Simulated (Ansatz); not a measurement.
Take a crystal in which Mg has been replaced by Ba on all its sites, with the cell rescaled by a rough guess (in some cases also distorted within its space group) and nothing relaxed:

```xyz
4
Lattice="-2.6298 2.6298 6.4934 2.6298 -2.6298 6.4934 2.6298 2.6298 -6.4934" Properties=species:S:1:pos:R:3 pbc="T T T"
Ba    0.0000    0.0000    6.4934
Ba    0.0000    2.6298    3.2467
Ba    2.6298    0.0000    3.2467
Te    0.0000    0.0000    0.0000
```

These are results of DFT PBE, scalar-relativistic, plane waves, PAW (Ansatz 0.2.0), not measurements.

Settings: cutoff 420 eV, Γ-centred mesh 12×12×12 on the computed 4-atom cell, Gaussian smearing of 0.10 eV; no spin polarisation.

**Question.** Will this cell want to expand or contract, and how hard?

**Answer.** The pressure is 0.3 GPa (positive in compression), so the cell would expand.

**Question.** Is it a metal on this mesh?

**Answer.** Yes, a band crosses the Fermi level.

**Question.** What is its energy against the elements in their standard states?

**Answer.** -0.554 eV/atom at this unrelaxed geometry, with the elements in the same functional.

Spin-orbit coupling is left out, which matters for the bands of heavy elements.